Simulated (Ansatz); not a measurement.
# SnSe2: the cell at several levels of theory

How does the equilibrium cell of SnSe2 in the fluorite structure depend on the functional? It is relaxed with PBE and r2SCAN. This is a trial cell built on a prototype, not taken from a measured structure, and it needn't be the compound's ground state.

Code: Ansatz 0.2.0. PAW datasets, plane waves, zero pressure. No spin polarisation and no zero-point or thermal motion; the cell was built from a prototype and may be hypothetical.

## (1) The system as given

This is the cell as the run starts from it, not yet at rest; its lengths are not the crystal's.

The symmetry is Fm-3m (No. 225, cubic); a = 6.488 Å in the conventional setting, 22.76 Å³ an atom. Near Sn stand 8 Se at 2.81 Å; near Se stand 4 Sn at 2.81 Å.

The structure in full:

Space group Fm-3m (No. 225). a = 6.488 Å, b = 6.488 Å, c = 6.488 Å, α = 90.00°, β = 90.00°, γ = 90.00°
```csv
atom,site,symmetry,x,y,z
Sn,4a,m-3m,0.0000,0.0000,0.0000
Se,8c,-43m,0.2500,0.7500,0.7500
```

## (2) Relaxation with PBE

Contents of input.yaml:

```yaml
crystal:
  lattice:
    - [0.0, 3.2439730379, 3.2439730379]
    - [3.2439730379, 0.0, 3.2439730379]
    - [3.2439730379, 3.2439730379, 0.0]
  atoms:
    - { symbol: Sn, position: [0.0, 0.0, 0.0] }
    - { symbol: Se, position: [0.25, 0.25, 0.25] }
    - { symbol: Se, position: [0.75, 0.75, 0.75] }
kpoints:
  mp_grid: { grid: [6, 6, 6] }
hamiltonian:
  xc: pbe
scf:
  occupations: { method: fermi_dirac, width: 0.02 }
relax:
  f_tol: 0.005
  cell: {}
```

On the command line:

```console
> ansatz run input.yaml --threads 2 --pin off --max-ram 2211MiB --backend cpu --events-out ev --progress --plain --runs-dir out
```

Output:

```text
Warning: RAYON_NUM_THREADS=2 ignored (pool sized by the plan → 2); use --threads N
Engine: ansatz 0.2.0, x86_64-unknown-linux-gnu
Pseudopotentials: kind: paw
Pseudopotential: Sn, paw, valence charge 14, recommended cutoff 420 eV (normal), Sn.paw.azcp
Pseudopotential: Se, paw, valence charge 16, recommended cutoff 420 eV (normal), Se.paw.azcp
Functional definition: PBE
  parameter kappa = 0.804
  parameter beta = 0.06672455060314922
  exchange = pbe_x(kappa = kappa, mu = beta*pi^2/3)
  correlation = pbe_c(beta = beta)
Crystal: 3 atoms, lattice volume = 68.275 Å³
Basis set: ecut = 420 eV, 1363 PW (Γ), exchange–correlation on 64×64×64 points (8 copies of the dense FFT grid, shifted against one another)
Bands: 28, of which v1, the nominal top of the filled ones, is band 23 counted from 1 (22 counted from 0)
Symmetry: 48 space group operations
Space group: Fm-3m (ITA 225), of the structure as read, at distance tolerance 4.1e-5 Å
k-points: 16 of 216
Non-local potential: Sn, projectors of the file, l = 0: 2, l = 1: 2, l = 2: 2, l = 3: 2
Non-local potential: Se, projectors of the file, l = 0: 2, l = 1: 2, l = 2: 3, l = 3: 1
PAW form: soft (Blöchl's): semilocal exchange-correlation on the pseudo side does not see the compensation charge
PAW one-centre angular grid: Sn, 590 points (default); XC on 64 Gauss nodes
PAW one-centre angular grid: Se, 590 points (default); XC on 64 Gauss nodes
Initial density: superposition of atomic densities (neutral atoms: chi_scale 0, normalization atom), corrected by the library's trained network
Initial wavefunctions: pseudopotential atomic-orbital guess
Functional: x = pbe(κ = 0.804, μ = 0.2195149727645171), c = pbe(β = 0.06672455060314922)
SCF iter   1: F=—  HF=-16961.629349 eV  |F-HF|=—  |Δ(HF+E_count)|=         —  Δρ=1.23e-3  dr2=4.78e-4  ethr=1.77e-3  ⟨swp⟩=6.3  Hψ=1921  notcnv=0
preconditioner: auto → LDOS  [metal: Δε(μ)=0.034 eV  Ē_g=15.974 eV  σ=0.020 eV  W_gap=0.39  n_scr=14 (ndim 8)  ℏωp=22.9 eV  f_vac=0.063  D(μ)=6.41/eV (n_scr^D=64)  β→1.0]
SCF iter   2: F=—  HF=-16961.628841 eV  |F-HF|=—  |Δ(HF+E_count)|=   5.08e-4  Δρ=7.89e-4  dr2=3.14e-4  ethr=1.04e-6  ⟨swp⟩=2.2  Hψ=864  notcnv=0  defer=6
SCF iter   3: F=—  HF=-16961.628659 eV  |F-HF|=—  |Δ(HF+E_count)|=   1.82e-4  Δρ=1.61e-4  dr2=1.42e-5  ethr=6.82e-7  ⟨swp⟩=2.0  Hψ=642  notcnv=0  defer=6
SCF iter   4: F=—  HF=-16961.628672 eV  |F-HF|=—  |Δ(HF+E_count)|=   1.35e-5  Δρ=5.56e-5  dr2=1.78e-6  ethr=3.08e-8  ⟨swp⟩=2.0  Hψ=652  notcnv=0  defer=6
SCF iter   5: F=—  HF=-16961.628673 eV  |F-HF|=—  |Δ(HF+E_count)|=   3.22e-7  Δρ=1.87e-5  dr2=3.88e-7  ethr=3.88e-9  ⟨swp⟩=2.0  Hψ=651  notcnv=0  defer=6
SCF iter   6: F=-16961.628672 eV  HF=-16961.628673 eV  |F-HF|=5.34e-8  |Δ(HF+E_count)|=   8.06e-8  Δρ=1.01e-5  dr2=6.74e-8  ethr=2.17e-10  ⟨swp⟩=4.4  Hψ=1574  notcnv=0
SCF 1 converged in 6 iterations: F = -16961.628672 eV  dr2 = 6.74e-8
relax step   1: F+E_penalty+E_count = -16961.62867246 eV  Δ(F+E_penalty+E_count) = +0.000e0 eV  max|allowed force component| = 1.542e-17 eV/Å  Δτ_max = 0.0000 Å  P = +12.871 GPa  Ω = 68.275 Å³  (6 SCF iters, dr2 threshold 1.00e-7 eV, accepted)
Crystal: 3 atoms, lattice volume = 78.755 Å³
Basis set: ecut = 420 eV, 1471 PW (Γ), exchange–correlation on 64×64×64 points (8 copies of the dense FFT grid, shifted against one another)
Initial density: handed on by an earlier stage of this run
Initial wavefunctions: those handed on with the density
iter 1 solved again at ethr=4.27e-5 eV; its pass at ethr=3.10e-3 eV (dr2=1.96e-2 eV) is discarded
SCF iter   1: F=—  HF=-16962.063980 eV  |F-HF|=—  |Δ(HF+E_count)|=         —  Δρ=4.26e-3  dr2=1.90e-2  ethr=4.27e-5  ⟨swp⟩=1.1  Hψ=2768  notcnv=0
preconditioner: auto → LDOS  [metal: Δε(μ)=0.031 eV  Ē_g=15.316 eV  σ=0.020 eV  W_gap=0.36  n_scr=14 (ndim 8)  ℏωp=21.3 eV  f_vac=0.095  D(μ)=6.74/eV (n_scr^D=64)  β→1.0]
SCF iter   2: F=—  HF=-16962.060214 eV  |F-HF|=—  |Δ(HF+E_count)|=   3.77e-3  Δρ=1.75e-3  dr2=2.29e-3  ethr=4.13e-5  ⟨swp⟩=3.0  Hψ=797  notcnv=0
SCF iter   3: F=—  HF=-16962.060621 eV  |F-HF|=—  |Δ(HF+E_count)|=   4.08e-4  Δρ=8.41e-4  dr2=9.13e-4  ethr=4.98e-6  ⟨swp⟩=2.0  Hψ=896  notcnv=0
SCF iter   4: F=—  HF=-16962.059980 eV  |F-HF|=—  |Δ(HF+E_count)|=   6.42e-4  Δρ=2.91e-4  dr2=1.32e-4  ethr=1.99e-6  ⟨swp⟩=2.0  Hψ=893  notcnv=0
SCF iter   5: F=—  HF=-16962.060005 eV  |F-HF|=—  |Δ(HF+E_count)|=   2.50e-5  Δρ=1.01e-4  dr2=6.03e-6  ethr=2.88e-7  ⟨swp⟩=2.8  Hψ=802  notcnv=0
SCF iter   6: F=—  HF=-16962.060006 eV  |F-HF|=—  |Δ(HF+E_count)|=   1.09e-6  Δρ=2.60e-5  dr2=6.09e-7  ethr=1.31e-8  ⟨swp⟩=2.0  Hψ=819  notcnv=0
SCF iter   7: F=-16962.060006 eV  HF=-16962.060006 eV  |F-HF|=3.64e-8  |Δ(HF+E_count)|=   2.42e-8  Δρ=9.15e-6  dr2=3.79e-8  ethr=6.52e-10  ⟨swp⟩=4.9  Hψ=1682  notcnv=0
SCF 2 converged in 7 iterations: F = -16962.060006 eV  dr2 = 3.79e-8
relax step   2: F+E_penalty+E_count = -16962.06000581 eV  Δ(F+E_penalty+E_count) = -4.313e-1 eV  max|allowed force component| = 2.930e-17 eV/Å  Δτ_max = 0.0000 Å  P = +1.807 GPa  Ω = 78.755 Å³  energy of the carried Pulay correction = -2.419e-3 eV  (7 SCF iters, dr2 threshold 3.00e-7 eV, accepted)
Crystal: 3 atoms, lattice volume = 80.778 Å³
Basis set: ecut = 420 eV, 1591 PW (Γ), exchange–correlation on 64×64×64 points (8 copies of the dense FFT grid, shifted against one another)
iter 1 solved again at ethr=1.38e-6 eV; its pass at ethr=3.10e-3 eV (dr2=6.36e-4 eV) is discarded
SCF iter   1: F=—  HF=-16962.074348 eV  |F-HF|=—  |Δ(HF+E_count)|=         —  Δρ=9.28e-4  dr2=5.87e-4  ethr=1.38e-6  ⟨swp⟩=2.8  Hψ=2804  notcnv=0
preconditioner: auto → LDOS  [metal: Δε(μ)=0.027 eV  Ē_g=15.259 eV  σ=0.020 eV  W_gap=0.32  n_scr=14 (ndim 8)  ℏωp=21.1 eV  f_vac=0.092  D(μ)=8.00/eV (n_scr^D=112)  β→1.0]
SCF iter   2: F=—  HF=-16962.074256 eV  |F-HF|=—  |Δ(HF+E_count)|=   9.16e-5  Δρ=2.69e-4  dr2=7.34e-5  ethr=1.28e-6  ⟨swp⟩=2.4  Hψ=823  notcnv=0
SCF iter   3: F=—  HF=-16962.074275 eV  |F-HF|=—  |Δ(HF+E_count)|=   1.91e-5  Δρ=1.46e-4  dr2=1.93e-5  ethr=1.60e-7  ⟨swp⟩=2.0  Hψ=784  notcnv=0
SCF iter   4: F=—  HF=-16962.074271 eV  |F-HF|=—  |Δ(HF+E_count)|=   4.54e-6  Δρ=4.65e-5  dr2=2.43e-6  ethr=4.19e-8  ⟨swp⟩=2.0  Hψ=818  notcnv=0
SCF iter   5: F=-16962.074271 eV  HF=-16962.074271 eV  |F-HF|=1.28e-7  |Δ(HF+E_count)|=   5.73e-7  Δρ=1.41e-5  dr2=2.63e-7  ethr=6.52e-10  ⟨swp⟩=3.1  Hψ=2029  notcnv=0
SCF 3 converged in 5 iterations: F = -16962.074271 eV  dr2 = 2.63e-7
relax step   3: F+E_penalty+E_count = -16962.07427135 eV  Δ(F+E_penalty+E_count) = -1.427e-2 eV  max|allowed force component| = 5.860e-17 eV/Å  Δτ_max = 0.0000 Å  P = +0.554 GPa  Ω = 80.778 Å³  energy of the carried Pulay correction = -2.847e-3 eV  (5 SCF iters, dr2 threshold 3.00e-7 eV, accepted)
Crystal: 3 atoms, lattice volume = 81.811 Å³
Basis set: ecut = 420 eV, 1639 PW (Γ), exchange–correlation on 64×64×64 points (8 copies of the dense FFT grid, shifted against one another)
iter 1 solved again at ethr=5.86e-7 eV; its pass at ethr=3.10e-3 eV (dr2=2.70e-4 eV) is discarded
SCF iter   1: F=—  HF=-16962.075787 eV  |F-HF|=—  |Δ(HF+E_count)|=         —  Δρ=4.49e-4  dr2=1.43e-4  ethr=5.86e-7  ⟨swp⟩=3.0  Hψ=2674  notcnv=0
preconditioner: auto → LDOS  [metal: Δε(μ)=0.025 eV  Ē_g=15.212 eV  σ=0.020 eV  W_gap=0.30  n_scr=14 (ndim 8)  ℏωp=20.9 eV  f_vac=0.094  D(μ)=7.94/eV (n_scr^D=112)  β→1.0]
SCF iter   2: F=—  HF=-16962.075762 eV  |F-HF|=—  |Δ(HF+E_count)|=   2.46e-5  Δρ=1.26e-4  dr2=1.76e-5  ethr=3.10e-7  ⟨swp⟩=2.1  Hψ=693  notcnv=0
SCF iter   3: F=—  HF=-16962.075768 eV  |F-HF|=—  |Δ(HF+E_count)|=   5.95e-6  Δρ=6.42e-5  dr2=4.15e-6  ethr=3.82e-8  ⟨swp⟩=2.0  Hψ=780  notcnv=0
SCF iter   4: F=—  HF=-16962.075767 eV  |F-HF|=—  |Δ(HF+E_count)|=   9.10e-7  Δρ=2.24e-5  dr2=4.89e-7  ethr=9.01e-9  ⟨swp⟩=2.0  Hψ=819  notcnv=0
SCF iter   5: F=-16962.075767 eV  HF=-16962.075767 eV  |F-HF|=2.30e-8  |Δ(HF+E_count)|=   8.54e-8  Δρ=7.39e-6  dr2=6.86e-8  ethr=6.52e-10  ⟨swp⟩=4.6  Hψ=1602  notcnv=0
SCF 4 converged in 5 iterations: F = -16962.075767 eV  dr2 = 6.86e-8
relax step   4: F+E_penalty+E_count = -16962.07576716 eV  Δ(F+E_penalty+E_count) = -1.496e-3 eV  max|allowed force component| = 6.785e-17 eV/Å  Δτ_max = 0.0000 Å  P = -0.016 GPa  Ω = 81.811 Å³  energy of the carried Pulay correction = -3.061e-3 eV  (5 SCF iters, dr2 threshold 3.00e-7 eV, accepted)
Basis set: ecut = 420 eV, 1639 PW (Γ), exchange–correlation on 72×72×72 points (8 copies of the dense FFT grid, shifted against one another)
Initial wavefunctions: pseudopotential atomic-orbital guess (no wavefunctions were taken with the density)
iter 1 solved again at ethr=1.22e-7 eV; its pass at ethr=3.10e-3 eV (dr2=5.59e-5 eV) is discarded
SCF iter   1: F=—  HF=-16962.060545 eV  |F-HF|=—  |Δ(HF+E_count)|=         —  Δρ=1.27e-3  dr2=3.27e-5  ethr=1.22e-7  ⟨swp⟩=3.1  Hψ=3120  notcnv=0
preconditioner: auto → LDOS  [metal: Δε(μ)=0.026 eV  Ē_g=15.214 eV  σ=0.020 eV  W_gap=0.30  n_scr=14 (ndim 8)  ℏωp=20.9 eV  f_vac=0.091  D(μ)=7.93/eV (n_scr^D=112)  β→1.0]
SCF iter   2: F=—  HF=-16962.077839 eV  |F-HF|=—  |Δ(HF+E_count)|=   1.73e-2  Δρ=5.37e-5  dr2=2.80e-6  ethr=7.11e-8  ⟨swp⟩=2.2  Hψ=724  notcnv=0
SCF iter   3: F=—  HF=-16962.077841 eV  |F-HF|=—  |Δ(HF+E_count)|=   2.15e-6  Δρ=2.13e-5  dr2=3.30e-7  ethr=6.09e-9  ⟨swp⟩=2.0  Hψ=657  notcnv=0
SCF iter   4: F=—  HF=-16962.077841 eV  |F-HF|=—  |Δ(HF+E_count)|=   4.84e-7  Δρ=1.02e-5  dr2=1.17e-7  ethr=7.18e-10  ⟨swp⟩=2.0  Hψ=653  notcnv=0
SCF iter   5: F=—  HF=-16962.077841 eV  |F-HF|=—  |Δ(HF+E_count)|=   3.81e-8  Δρ=2.43e-6  dr2=8.39e-9  ethr=2.53e-10  ⟨swp⟩=2.0  Hψ=659  notcnv=0
SCF iter   6: F=—  HF=-16962.077841 eV  |F-HF|=—  |Δ(HF+E_count)|=  4.47e-10  Δρ=7.46e-7  dr2=1.08e-9  ethr=1.82e-11  ⟨swp⟩=2.0  Hψ=802  notcnv=0
SCF iter   7: F=—  HF=-16962.077841 eV  |F-HF|=—  |Δ(HF+E_count)|=  6.11e-10  Δρ=3.15e-7  dr2=1.70e-10  ethr=2.36e-12  ⟨swp⟩=2.0  Hψ=818  notcnv=0
SCF iter   8: F=-16962.077841 eV  HF=-16962.077841 eV  |F-HF|=0.00e0  |Δ(HF+E_count)|=  2.51e-10  Δρ=7.07e-8  dr2=6.11e-12  ethr=1.00e-12  ⟨swp⟩=6.2  Hψ=1924  notcnv=0
SCF 5 converged in 8 iterations: F = -16962.077841 eV  dr2 = 6.11e-12
relax step   5: F+E_penalty+E_count = -16962.07784128 eV  Δ(F+E_penalty+E_count) = -2.074e-3 eV  max|allowed force component| = 6.322e-17 eV/Å  Δτ_max = 0.0000 Å  P = -0.035 GPa  Ω = 81.811 Å³  stress off target by 3.46e-2 GPa  SCF on the basis re-selected at this cell (its energy is not comparable with the rows above)  (8 SCF iters)
basis re-selected at this cell: Δ(F+E_penalty+E_count) = -2.074e-3 eV, ΔP = -0.018 GPa vs the last step (what re-selecting the basis moved, of the pressure what is left beyond the Pulay correction that the steps carried, after the strain that the cell walked since its last selection, with what the two solves' SCF thresholds leave and, on support functions, any second-order correction that the steps lacked; it is no measure of the basis error at this ecutwfc). The dense FFT grid was sized anew with the basis: this SCF ran on 36×36×36 points, the steps before it on 32×32×32, so part of this shift can come from that change (see relax.cell in the input reference). This SCF's stress stands 3.46e-2 GPa from its target on what of the cell is left free (relax.cell.stress_tol is 5.00e-2 GPa) and its largest allowed force component is 6.32e-17 eV/Å (relax.f_tol is 5.00e-3 eV/Å): within both
SCF converged after 8 iterations
Free energy (F): -16962.077841 eV
Harris-Foulkes:  -16962.077841 eV  (|F-HF|=0.00e0)
Internal energy: -16962.067963 eV  (E = F + TS)
E sigma→0 (E₀):  -16962.072902 eV
Entropy (-TS):   -0.009879 eV (-3.293 meV/atom)
Fermi energy:    7.912145 eV
--- Per-component energies (eV) ---
  E_band       = -884.567188
  E_kinetic    = 420.153357
  E_local      = -5897.743159  (includes V_loc(G=0)·N_el)
  E_nonlocal   = -1222.830173
  E_hartree    = 3011.707805
  E_xc         = -589.437231
  E_vxc        = -290.166337  (∫ρ·V_xc dr)
  E_paw        = -7958.762936  (= ΣΔE_a)
  E_vpaw       = 82.604820  (= ΣTr[D̂ρ^β])
  E_aug_tail   = -0.001233  (compensation charges beyond the density's cutoff)
  E_ewald      = -4725.154393
  E_smearing   = -0.009879  (= −TS)
  E_closure    = -0.000000  (closes the sum)
  Σ components = -16962.077841   (vs F -16962.077841, Δ=0.00e0)
--- Forces (eV/Å), atoms counted from 1 ---
  atom   1  Sn    -0.00000000    -0.00000000     0.00000000
  atom   2  Se     0.00000000     0.00000000     0.00000000
  atom   3  Se    -0.00000000    -0.00000000    -0.00000000
  max |Σ_I F_I| component: 2.78e-17 eV/Å
--- Stress (GPa, compression-positive) ---
       -0.034621      -0.000000      -0.000000
       -0.000000      -0.034621       0.000000
       -0.000000      -0.000000      -0.034621
  P = ⅓ Tr σ = -0.0346 GPa (-0.346 kbar)
--- Relaxed structure (4 steps of the walk, 4 accepted, 1 SCFs on fresh bases) ---
  F+E_penalty+E_count = -16962.07784128 eV   max|allowed force component| = 6.322e-17 eV/Å   (the final SCF, on the basis selected at the relaxed cell)
  cell:  # Å, volume = 81.8108 Å³
    - [-1.3375351814900889e-33, 3.445562744038068, 3.445562744038068]
    - [3.445562744038068, -4.458450300233675e-34, 3.445562744038068]
    - [3.445562744038068, 3.445562744038068, -7.643058049343385e-35]
  atoms:
    - { symbol: Sn, position: [2.906630822523656e-35, -3.112774852489873e-35, -4.8031558982128506e-35] }
    - { symbol: Se, position: [0.25, 0.25, 0.25] }
    - { symbol: Se, position: [0.75, 0.75, 0.75] }
```

Run time: 7.2 s. Hardware: 2 threads of Intel Xeon Platinum 8488C (Sapphire Rapids), shared host; peak memory 0.41 GiB.

Ionic steps:

```tsv
step	energy change (meV/atom)	largest force (eV/Å)	pressure (GPa)	volume (Å³/atom)
1	0.0	0.0000	12.87	22.758
2	-143.8	0.0000	1.81	26.252
3	-148.5	0.0000	0.55	26.926
4	-149.0	0.0000	-0.02	27.270
5	-149.7	0.0000	-0.03	27.270
```

Step 5 solves the same cell on a plane-wave basis chosen anew, so the energy can jump there without a move.

The table lists every geometry solved, with passes on a fresh basis, whose energies don't compare exactly with the rows above.

```
                       before   after    change
                a (Å)   6.488   6.891   +6.21 %
     volume (Å³/atom)  22.758  27.270  +19.83 %
shortest distance (Å)   2.809   2.984   +6.21 %
          space group   Fm-3m   Fm-3m      same
```

[end of part 1 of 2]
